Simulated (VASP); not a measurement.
Here is a VASP 6.6.1 calculation.

The input INCAR:

```
PREC = Accurate
ENCUT = 300
EDIFF = 1E-7
ISMEAR = 1
SIGMA = 0.1
LREAL = F
LASPH = T
NELM = 80
ALGO = Fast
ISIF = 2
LWAVE = F
LCHARG = F
GGA = PE
IBRION = 2
NSW = 40
EDIFFG = -0.01
```

Contents of KPOINTS:

```
Automatic mesh
0
Gamma
  7 7 7
```

Contents of POSCAR:

```
Pb                                      
1.0
    0.0000000000      2.4895707781      2.4895707781
    2.4895707781      0.0000000000      2.4895707781
    2.4895707781      2.4895707781      0.0000000000
  Pb            
     1
Direct
     0.0000000000000000    0.0000000000000000    0.0000000000000000
```

Potentials or basis: VASP PAW PBE potentials, release 64 (Pb).

Command:

```console
$ cat potpaw_PBE.64/Pb/POTCAR > POTCAR
$ mpirun -np 1 vasp_std > vasp.out
```

Problem. Estimate the band gap on the k mesh.

Solution. None (metal or under the smearing width).

Final structure:
```cif
data_structure
_symmetry_space_group_name_H-M 'P 1'
_symmetry_Int_Tables_number 1
_cell_length_a 3.5208
_cell_length_b 3.5208
_cell_length_c 3.5208
_cell_angle_alpha 60.000
_cell_angle_beta 60.000
_cell_angle_gamma 60.000
_cell_volume 30.86
loop_
_atom_site_label
_atom_site_type_symbol
_atom_site_fract_x
_atom_site_fract_y
_atom_site_fract_z
_atom_site_occupancy
Pb1 Pb 0.00000 0.00000 0.00000 1
```

Caveat: the relaxation stopped at its first step, so nothing moved. Spin-orbit coupling is left out, which matters for the levels of Pb.
